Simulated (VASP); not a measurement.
# Se (Pm-3m) in VASP: further runs, part 6 of 6

VASP 6.6.1.

## 101. Equation of state, PBE, 22.87 Å³/atom

Contents of INCAR:

```
PREC = Accurate ; ENCUT = 650
EDIFF = 1E-6 ; ISMEAR = 0
SIGMA = 0.05 ; LREAL = False
LASPH = True ; NELM = 100
ALGO = Normal ; ISIF = 2
LWAVE = False ; LCHARG = False
GGA = PE ; ADDGRID = False
```

Contents of KPOINTS:

```
regular mesh
0
Gamma
  7 7 7
```

Contents of POSCAR:

```
Se
1.0
    2.8383921865      0.0000000000      0.0000000000
    0.0000000000      2.8383921865      0.0000000000
    0.0000000000      0.0000000000      2.8383921865
Se
1
Direct
    0.0000000000      0.0000000000      0.0000000000
```

Launch:

```
$ cat potpaw_PBE.64/Se/POTCAR > POTCAR
$ mpirun -np 1 vasp_std > vasp.out
```

It took 2.6 s on 1 thread of Intel Xeon 6975P-C (Granite Rapids), shared host; peak memory 0.13 GiB.

These settings aren't checked as converged: the numbers below hold their error.

Results:

| Item | Value |
| --- | --- |
| Free energy | -3.2747 eV |
| Pressure | -0.9 GPa |
| Band gap on the k mesh | none (metal or under the smearing width) |

## 102. Equation of state, PBE, 21.54 Å³/atom

INCAR: that of step 101 with these lines changed.

```diff
@@ -1,2 +1,2 @@
-PREC = Accurate ; ENCUT = 650
+PREC = Accurate ; ENCUT = 520
 EDIFF = 1E-6 ; ISMEAR = 0
```

Contents of KPOINTS:

```
regular mesh
0
Gamma
  8 8 8
```

Contents of POSCAR:

```
Se
1.0
    2.7821715534      0.0000000000      0.0000000000
    0.0000000000      2.7821715534      0.0000000000
    0.0000000000      0.0000000000      2.7821715534
Se
1
Direct
    0.0000000000      0.0000000000      0.0000000000
```

Potentials or basis: VASP PAW PBE potentials, release 64 (Se).

Launch:

```
$ cat potpaw_PBE.64/Se/POTCAR > POTCAR
$ mpirun -np 1 vasp_std > vasp.out
```

It took 2.3 s on 1 thread of Intel Xeon 6975P-C (Granite Rapids), shared host; peak memory 0.13 GiB.

The run converged, but some of its settings lie outside the range that counts as converged, so its numbers aren't taken as properties of the crystal.

Results:

```
Free energy            : -3.3143 eV
Pressure               : 4.8 GPa
Band gap on the k mesh : none (metal or under the smearing width)
```

## 103. Equation of state, PBE, 22.87 Å³/atom

INCAR is that of step 102.

KPOINTS is that of step 102.

Contents of POSCAR:

```
Se
1.0
    2.8383921865      0.0000000000      0.0000000000
    0.0000000000      2.8383921865      0.0000000000
    0.0000000000      0.0000000000      2.8383921865
Se
1
Direct
    0.0000000000      0.0000000000      0.0000000000
```

Launch:

```
$ cat potpaw_PBE.64/Se/POTCAR > POTCAR
$ mpirun -np 1 vasp_std > vasp.out
```

It took 2.3 s on 1 thread of Intel Xeon 6975P-C (Granite Rapids), shared host; peak memory 0.13 GiB.

These settings aren't checked as converged: the numbers below hold their error.

Results:

```yaml
Free_energy: -3.3324 eV
Pressure: -0.2 GPa
Band_gap_on_the_k_mesh: none (metal or under the smearing width)
```

## 104. Single point, PBE, 21.31 Å³/atom (strain = -0.04)

Contents of INCAR:

```
ALGO = Normal
EDIFF = 1E-6
ENCUT = 520
GGA = PE
ISIF = 2
ISMEAR = -1
LASPH = T
LCHARG = F
LREAL = F
LWAVE = F
NELM = 100
PREC = Accurate
SIGMA = 0.05
```

Contents of KPOINTS:

```
k-points
0
Gamma
  9 9 9
```

Contents of POSCAR:

```
Se
1.0
    2.8105630200      0.0000000000      0.0000000000
    0.0000000000      2.8105630200      0.0000000000
    0.0000000000      0.0000000000      2.6981404992
Se
1
Direct
    0.0000000000      0.0000000000      0.0000000000
```

Launch:

```
$ cat potpaw_PBE.64/Se/POTCAR > POTCAR
$ mpirun -np 1 vasp_std > vasp.out
```

Wall time 3.1 s (1 thread of Intel Xeon 6975P-C (Granite Rapids), shared host); peak memory 0.13 GiB.

The run converged. Its results:

| Property | Result |
| --- | --- |
| Free energy | -3.3074 eV |
| Pressure | 5.7 GPa |
| Band gap on the k mesh | none (metal or under the smearing width) |

## 105. Single point, PBE, 21.76 Å³/atom (strain = -0.02)

INCAR is that of step 104.

KPOINTS is that of step 104.

POSCAR: that of step 104 with these lines changed.

```diff
@@ -4,3 +4,3 @@
     0.0000000000      2.8105630200      0.0000000000
-    0.0000000000      0.0000000000      2.6981404992
+    0.0000000000      0.0000000000      2.7543517596
 Se
```

Potentials or basis: VASP PAW PBE potentials, release 64 (Se).

Launch:

```
$ cat potpaw_PBE.64/Se/POTCAR > POTCAR
$ mpirun -np 1 vasp_std > vasp.out
```

Wall time 2.9 s (1 thread of Intel Xeon 6975P-C (Granite Rapids), shared host); peak memory 0.13 GiB.

It converged, with:

```
Free energy            : -3.3227 eV
Pressure               : 3.7 GPa
Band gap on the k mesh : none (metal or under the smearing width)
```

## 106. Band structure, LDA

Contents of INCAR:

```
SYSTEM = Se
ALGO     = Normal         ! electronic algorithm
EDIFF    = 1E-6           ! SCF threshold, eV
ENCUT    = 520            ! plane-wave cutoff, eV
GGA      = CA             ! functional
ISIF     = 2              ! what is computed and relaxed
ISMEAR   = -1             ! smearing method
LASPH    = .True.         ! aspherical terms in the spheres
LCHARG   = .False.        ! write CHGCAR
LREAL    = .False.        ! projectors in reciprocal space
LWAVE    = .False.        ! write WAVECAR
NELM     = 80             ! most SCF steps
PREC     = Accurate       ! precision mode
SIGMA    = 0.05           ! smearing width, eV
```

Contents of KPOINTS:

```
k-points
0
Gamma
  7 7 7
  0 0 0
```

POSCAR: that of step 105 with these lines changed.

```diff
@@ -4,3 +4,3 @@
     0.0000000000      2.8105630200      0.0000000000
-    0.0000000000      0.0000000000      2.7543517596
+    0.0000000000      0.0000000000      2.8105630200
 Se
```

Contents of KPOINTS_OPT:

```
path GXMGRX,MR
20
line-mode
reciprocal
 0.0000000000  0.0000000000  0.0000000000  G
 0.0000000000  0.5000000000  0.0000000000  X

 0.0000000000  0.5000000000  0.0000000000  X
 0.5000000000  0.5000000000  0.0000000000  M

 0.5000000000  0.5000000000  0.0000000000  M
 0.0000000000  0.0000000000  0.0000000000  G

 0.0000000000  0.0000000000  0.0000000000  G
 0.5000000000  0.5000000000  0.5000000000  R

 0.5000000000  0.5000000000  0.5000000000  R
 0.0000000000  0.5000000000  0.0000000000  X

 0.5000000000  0.5000000000  0.0000000000  M
 0.5000000000  0.5000000000  0.5000000000  R
```

Potentials or basis: VASP PAW LDA potentials, release 64 (Se).

Launch:

```
$ cat potpaw_LDA.64/Se/POTCAR > POTCAR
$ mpirun -np 1 vasp_std > vasp.out
```

OUTCAR:

```text
SYSTEM = Se
   EDIFF = 1E-6
   ENCUT = 520
   GGA = CA
   ISIF = 2
   ISMEAR = -1
   LASPH = .True.
   LREAL = .False.
   NELM = 80
   PREC = Accurate

 ion  position               nearest neighbor table
   1  0.000  0.000  0.000-

  LATTYP: Found a simple cubic cell.
 ALAT       =     2.8105630200

  Lattice vectors:

 A1 = (   2.8105630200,   0.0000000000,   0.0000000000)
 A2 = (   0.0000000000,   2.8105630200,   0.0000000000)
 A3 = (   0.0000000000,   0.0000000000,   2.8105630200)

Analysis of symmetry for initial positions (statically):
=====================================================================
 Subroutine PRICEL returns:
 Original cell was already a primitive cell.

 Routine SETGRP: Setting up the symmetry group for a
 simple cubic supercell.

 Subroutine GETGRP returns: Found 48 space group operations
 (whereof 48 operations were pure point group operations)
 out of a pool of 48 trial point group operations.

The static configuration has the point symmetry O_h .

Analysis of symmetry for dynamics (positions and initial velocities):
[... 153 lines left out ...]
 E-fermi :   5.0418     XC(G=0): -10.2387

 val. band max:        5.0014091019   @ k =   0.2857   0.1429   0.1429
 cond. band min:       5.1277709670   @ k =   0.2857   0.1429   0.1429
 fundamental gap:      0.1263618651
 Fermi energy:         5.0417841645

 k-point     1 :       0.0000    0.0000    0.0000
  band No.  band energies     occupation
      1     -11.2563      2.00000
      2       6.3377      0.00000
      3       6.3377      0.00000
      4       6.3377      0.00000
      5      12.6701      0.00000
      6      12.7120      0.00000
      7      12.7120      0.00000
[... 181 lines left out ...]
 k-point    20 :       0.4286    0.4286    0.4286
  band No.  band energies     occupation
      1      -5.3759      2.00000
      2       1.6331      2.00000
      3       1.6331      2.00000
      4       1.7377      2.00000
      5      10.6376      0.00000
      6      11.1754      0.00000
      7      11.1754      0.00000

------------------------ aborting loop because EDIFF is reached ----------------------------------------

  FORCE on cell =-STRESS in cart. coord.  units (eV):
  Direction    XX          YY          ZZ          XY          YZ          ZX
  --------------------------------------------------------------------------------------
  -------------------------------------------------------------------------------------
  Total       -0.5000875     -0.5000875     -0.5000875     -0.0000000     -0.0000000      0.0000000
  in kB      -36.0891462    -36.0891462    -36.0891462     -0.0000000     -0.0000000      0.0000000
  external PRESSURE =     -36.0891462 kB  Pullay stress =       0.0000000 kB

 VOLUME and BASIS-vectors are now :
 -----------------------------------------------------------------------------
  energy-cutoff  :      520.00
  volume of cell :       22.20
      direct lattice vectors                 reciprocal lattice vectors
     2.810563020  0.000000000  0.000000000     0.355800597  0.000000000  0.000000000
     0.000000000  2.810563020  0.000000000     0.000000000  0.355800597  0.000000000
     0.000000000  0.000000000  2.810563020     0.000000000  0.000000000  0.355800597

 POSITION                                       TOTAL-FORCE (eV/Angst)
 -----------------------------------------------------------------------------------
      0.00000      0.00000      0.00000         0.000000      0.000000      0.000000
 -----------------------------------------------------------------------------------
    total drift:                                0.000000      0.000000      0.000000

  FREE ENERGIE OF THE ION-ELECTRON SYSTEM (eV)
  ---------------------------------------------------
  free  energy   TOTEN  =        -4.0207877395 eV

  energy  without entropy=       -4.0130775285  energy(sigma->0) =       -4.01693263
```

stdout:

```text
POSCAR found type information on POSCAR Se
 POSCAR found :  1 types and       1 ions
 scaLAPACK will be used
 LDA part: xc-table for (Slater(with rela. corr.)+CA(PZ))
 , standard interpolation
 POSCAR, INCAR and KPOINTS ok, starting setup
 FFT: planning ... GRIDC
 FFT: planning ... GRID_SOFT
 FFT: planning ... GRID
 WAVECAR not read
 entering main loop
 Start KPOINTS_OPT (optional k-point list driver)
k-point batch [1-20\120]
k-point batch [21-40\120]
k-point batch [41-60\120]
k-point batch [61-80\120]
k-point batch [81-100\120]
k-point batch [101-120\120]
```

Run time: 6.2 s. Hardware: 1 thread of Intel Xeon 6975P-C (Granite Rapids), shared host; peak memory 0.12 GiB.

Results:

* Free energy: -4.0208 eV
* Pressure: -3.6 GPa
* Band gap along the path: none (metal or under the smearing width)

Levels at the corners of the path, in eV from the Fermi level:
```
point  band 1  band 2  band 3  band 4  band 5  band 6
    Γ  -16.30    1.30    1.30    1.30    7.63    7.67
    X  -14.17   -7.21    2.75    2.75    9.89   11.47
    X  -14.17   -7.21    2.75    2.75    9.89   11.47
    M  -12.07   -5.22   -5.22    2.64    4.06   13.41
    M  -12.07   -5.22   -5.22    2.64    4.06   13.41
    Γ  -16.30    1.30    1.30    1.30    7.63    7.67
    Γ  -16.30    1.30    1.30    1.30    7.63    7.67
    R   -9.92   -3.47   -3.47   -3.47    5.65    5.65
    R   -9.92   -3.47   -3.47   -3.47    5.65    5.65
    X  -14.17   -7.21    2.75    2.75    9.89   11.47
    M  -12.07   -5.22   -5.22    2.64    4.06   13.41
    R   -9.92   -3.47   -3.47   -3.47    5.65    5.65
```

## 107. For comparison

An earlier run on the cell as given: functional PBE; potentials or basis VASP PAW PBE potentials, release 64 (Se); cutoff 520 eV; k mesh 9 × 9 × 9; occupations fermi-dirac, width 0.05 eV; no spin polarisation.

- Pressure: 2.0 GPa
- Band gap on the k mesh: none (metal or under the smearing width)
